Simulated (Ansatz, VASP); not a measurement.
# Al: 3 runs at one level of theory

The starting cell:

```xyz
1
Lattice="0.0000 2.0248 2.0248 2.0248 0.0000 2.0248 2.0248 2.0248 0.0000" Properties=species:S:1:pos:R:3 pbc="T T T"
Al    0.0000    0.0000    0.0000
```

Alike in all runs: task relaxation of cell and atoms; functional PBE; dispersion D3(BJ); k mesh 11 × 11 × 11; occupations fermi-dirac, width 0.05 eV; no spin polarisation; no spin-orbit coupling.

```json
{"program and potentials": "Ansatz, Ansatz PAW", "plane-wave cutoff (eV)": "420", "notes": "-", "equilibrium volume (Å³/atom)": "15.83"}
{"program and potentials": "Ansatz, all-electron LAPW, scalar-relativistic", "plane-wave cutoff (eV)": "-", "notes": "-", "equilibrium volume (Å³/atom)": "15.82"}
{"program and potentials": "VASP, PBE PAW files Al, 600 eV", "plane-wave cutoff (eV)": "600", "notes": "-", "equilibrium volume (Å³/atom)": "15.82"}
```

The equilibrium volume spans 15.82 (VASP, PBE PAW files Al, 600 eV) to 15.83 Å³/atom (Ansatz, Ansatz PAW), with all-electron results at 15.82. Relaxations stop with a little pressure left, so the last digit of a volume isn't settled.

The functional is the same throughout but for its coding, so the spread measures potentials, basis and numerics; runs on potential files found faulty are left out.
